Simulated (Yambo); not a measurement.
# Ge (Fd-3m) in Yambo: further runs, part 2 of 2

Yambo 5.3.0.

## 4. G0W0 quasiparticle levels, PBE, non-collinear spin, zero start, spin-orbit coupling

g0w05.in reads:

```
gw0
dyson
el_el_corr
rim_cut
HF_and_locXC
ppa
em1d
RandQpts= 1000000
RandGvec= 50 RL
EXXRLvcs= 15 Ry
VXCRLvcs= 15 Ry
Chimod= "HARTREE"
% BndsRnXp
 1 | 108 |
%
NGsBlkXp= 5 Ry
% LongDrXp
 1 | 1 | 1 |
%
PPAPntXp= 27.21138 eV
% GbndRnge
 1 | 108 |
%
GTermKind= "none"
DysSolver= "n"
ExtendOut
% QPkrange
 1 | 1 | 25 | 30 |
 3 | 3 | 25 | 30 |
%
```

scf.in reads:

```
&CONTROL
  calculation = 'scf'
  prefix = 'pwscf'
  outdir = './tmp'
  pseudo_dir = './pseudo'
/
&SYSTEM
  ibrav = 0
  nat = 2
  ntyp = 1
  ecutwfc = 78
  nbnd = 42
  occupations = 'smearing'
  smearing = 'fd'
  degauss = 0.00367493
  noncolin = .true.
  lspinorb = .true.
  force_symmorphic = .true.
/
&ELECTRONS
  conv_thr = 4d-10
  electron_maxstep = 120
  mixing_beta = 0.5
/
ATOMIC_SPECIES
Ge    72.6300 Ge.upf
CELL_PARAMETERS angstrom
   0.0000000000    2.8289100000    2.8289100000
   2.8289100000    0.0000000000    2.8289100000
   2.8289100000    2.8289100000    0.0000000000
ATOMIC_POSITIONS crystal
Ge     0.7500000000    0.7500000000    0.7500000000
Ge     0.5000000000    0.5000000000    0.5000000000
K_POINTS automatic
8 8 8 0 0 0
```

nscf.in reads:

```
&CONTROL
  calculation = 'nscf'
  prefix = 'pwscf'
  outdir = './tmp'
  pseudo_dir = './pseudo'
/
&SYSTEM
  ibrav = 0
  nat = 2
  ntyp = 1
  ecutwfc = 78
  nbnd = 108
  occupations = 'smearing'
  smearing = 'fd'
  degauss = 0.00367493
  noncolin = .true.
  lspinorb = .true.
  force_symmorphic = .true.
/
&ELECTRONS
  conv_thr = 1d-08
  diago_full_acc = .true.
  diago_thr_init = 1d-06
/
ATOMIC_SPECIES
Ge    72.6300 Ge.upf
CELL_PARAMETERS angstrom
   0.0000000000    2.8289100000    2.8289100000
   2.8289100000    0.0000000000    2.8289100000
   2.8289100000    2.8289100000    0.0000000000
ATOMIC_POSITIONS crystal
Ge     0.7500000000    0.7500000000    0.7500000000
Ge     0.5000000000    0.5000000000    0.5000000000
K_POINTS automatic
2 2 2 0 0 0
```

Potentials or basis: PseudoDojo 0.4 FR PBE standard.

Command:

```bash
$ OMP_NUM_THREADS=1 pw.x -in scf.in > scf.out
$ OMP_NUM_THREADS=1 pw.x -in nscf.in > nscf.out
$ cd tmp/pwscf.save; p2y; mv SAVE ../..; cd ../..
$ OMP_NUM_THREADS=1 yambo
$ mkdir -p g0w05; ln -s $PWD/g0w00/ndb.pp* g0w05/
$ mkdir -p g0w05; ln -s $PWD/g0w00/ndb.RIM g0w05/
$ OMP_NUM_THREADS=1 yambo -F g0w05.in -J g0w05 -C g0w05_out
```

Yambo's report:

```text
[... sections 02.01 to 02.04 as in the set-up run ...]

  [02.05] Energies & Occupations
  ==============================

  [X] === General ===
  [X] Electronic Temperature                        :  0.258693E-1   300.200    [eV K]
  [X] Bosonic    Temperature                        :  0.258606E-1   300.100    [eV K]
  [X] Finite Temperature mode                       : yes
  [X] El. density                                   :  0.61840E+24 [cm-3]
  [X] Fermi Level                                   :  9.653704 [eV]

  [X] === Gaps and Widths ===
  [X] Conduction Band Min                           :  9.653704 [eV]
  [X] Valence Band Max                              :  9.653704 [eV]
  [X] Filled Bands                                  :  24
  [X] Metallic Bands                                :  25  30
  [X] Empty Bands                                   :   31  108

  [X] === Metallic Characters ===
  [X] N of el / N of met el                         :  28.00000   3.93443
  [X] Average metallic occ.                         :  0.327869

  [WARNING] [X] Metallic system

 [03] Transferred momenta grid and indexing
 ==========================================
[... 174 lines left out ...]
   B=28 Eo= -3.17 E= -3.51 E-Eo= -0.34 Re(Z)=0.81 Im(Z)= 0.335195E-2 nlXC= -14.5512 lXC= -11.3720 So=  2.75566
   B=29 Eo=  0.66 E=  0.81 E-Eo=  0.16 Re(Z)=0.80 Im(Z)=-0.140741E-2 nlXC= -5.40351 lXC= -10.2256 So= -4.62390
   B=30 Eo=  0.66 E=  0.82 E-Eo=  0.16 Re(Z)=0.80 Im(Z)=-0.141567E-2 nlXC= -5.40360 lXC= -10.2256 So= -4.62263

  [WR./g0w05//ndb.QP]-------------------------------------------------------------
   Lattice constants                                :  5.345865  5.345865  5.345865
   Coulomb cutoff potential                         : none
   Electronic Temperature                           :  300.2000 [K]
   Bosonic    Temperature                           :  300.1000 [K]
   Green`s function   energies                      : Perdew, Burke & Ernzerhof(X)+Perdew, Burke & Ernzerhof(C)
   wavefunctions                                    : Perdew, Burke & Ernzerhof(X)+Perdew, Burke & Ernzerhof(C)
   PPA    diel. fun.  energies                      : Perdew, Burke & Ernzerhof(X)+Perdew, Burke & Ernzerhof(C)
   wavefunctions                                    : Perdew, Burke & Ernzerhof(X)+Perdew, Burke & Ernzerhof(C)
   QP tot states                                    :  12
   GW solver                                        : Newton
   GW approximation                                 : PPA
   PPA imaginary Energy                             :  27.21138 ev
   RIM G`s                                          :   51
   RIM random pts                                   :  1000000
   dS/dw steps                                      :  2
   dS/dw step                                       :  0.100000 ev
   X G`s                                            :   65 used
   X G`s                                            :   65 disk
   X bands                                          :    1  108
   X poles                                          :  100.0000 o/o
   X e/h E range                                    : -1.000000 -1.000000 ev
   X Hxc Kernel                                     : HARTREE
   X BZ energy Double Grid                          : no
   X Optical Averaged directions                    : none
   Sc/G bands                                       :    1  108
   Sc/G damping                                     :  0.100000 ev
   Sc bands terminator                              : no
   Sx RL components                                 :   331

   QP @ state[ 1 ] K range                          :  1  1
   QP @ state[ 1 ] b range                          :  25  30
   QP @ state[ 2 ] K range                          :  3  3
   QP @ state[ 2 ] b range                          :  25  30
   GF energies kind                                 : Perdew, Burke & Ernzerhof(X)+Perdew, Burke & Ernzerhof(C)
   GF WF`s kind                                     : Perdew, Burke & Ernzerhof(X)+Perdew, Burke & Ernzerhof(C)
   Xs energies kind                                 : Perdew, Burke & Ernzerhof(X)+Perdew, Burke & Ernzerhof(C)
   Xs WF`s kind                                     : Perdew, Burke & Ernzerhof(X)+Perdew, Burke & Ernzerhof(C)
```

Results:

- Band gap on the k mesh, mean-field level: none (metal or under the smearing width)

Quasiparticle terms (eV):
```
                k point  band  Kohn-Sham level     Vxc      Σx     Σc     Z  result
  (0.000, 0.000, 0.000)    25            -0.06  -14.99  -14.56  -0.25  0.78    0.08
  (0.000, 0.000, 0.000)    26            -0.06  -14.99  -14.56  -0.25  0.78    0.08
  (0.000, 0.000, 0.000)    27             0.00  -12.59  -12.88  -0.04  0.80   -0.26
  (0.000, 0.000, 0.000)    28             0.00  -12.59  -12.88  -0.04  0.80   -0.25
  (0.000, 0.000, 0.000)    29             0.00  -12.59  -12.88  -0.04  0.80   -0.25
  (0.000, 0.000, 0.000)    30             0.00  -12.59  -12.88  -0.04  0.80   -0.25
(0.000, -0.500, -0.500)    25            -3.17  -11.37  -14.55   2.76  0.81   -3.51
(0.000, -0.500, -0.500)    26            -3.17  -11.37  -14.55   2.76  0.81   -3.51
(0.000, -0.500, -0.500)    27            -3.17  -11.37  -14.55   2.76  0.81   -3.51
(0.000, -0.500, -0.500)    28            -3.17  -11.37  -14.55   2.76  0.81   -3.51
(0.000, -0.500, -0.500)    29             0.66  -10.23   -5.40  -4.62  0.80    0.81
(0.000, -0.500, -0.500)    30             0.66  -10.23   -5.40  -4.62  0.80    0.82
```

Caveat: the k mesh is coarse (spacing up to 0.96 Å⁻¹), so the values aren't converged; the potentials hold a filled d shell without the s and p states of that shell, which can shift GW gaps by tenths of an eV, either way; the plasmon-pole model is rough for a metal; the optical matrix elements of this version leave out the spin-flip part of the nonlocal potential, a small error; the ground state has no gap, which makes the many-body step unreliable; this version prints the column dSc/dw multiplied by 27.2; this crystal is a semiconductor, whose small gap the functional closes, so the metal is an error of the method.

## 5. The runs side by side

```csv
task,k mesh,direction of the field or of q to 0,broadening,kernel,top of the energy range,energy points,other keys,mesh quality,gap on the mesh (eV)
optical spectrum,8 × 8 × 8,y,0.1 eV,long-range correction,20 eV,150,"several, not listed",not flagged,none
Hartree-Fock levels,2 × 2 × 2,-,-,-,-,-,-,coarse,none
G0W0 quasiparticle levels,2 × 2 × 2,x + y + z,0.1 eV,-,-,-,"several, not listed",coarse,none
```

Alike in all rows: level PBE; potentials or basis PseudoDojo 0.4 FR PBE standard; spin non-collinear, zero start, SOC; cell as given; cutoff (eV) 1061; smearing fermi-dirac 0.05 eV.

Caveats: some runs use coarse meshes; the optical matrix elements of this version leave out the spin-flip part of the nonlocal potential, a small error; the ground state has no gap, which makes the many-body step unreliable; this crystal is a semiconductor, whose small gap the functional closes, so the metal is an error of the method; the potentials hold a filled d shell without the s and p states of that shell, which can shift GW gaps by tenths of an eV, either way (some runs); the intraband (Drude) term of the metal is left out (some runs); the long-range kernel's strength is typed, not fitted to the crystal's screening (some runs); spectra need much finer meshes, so this one isn't converged (some runs).

Absolute energies hang on the potentials; compare differences alone.
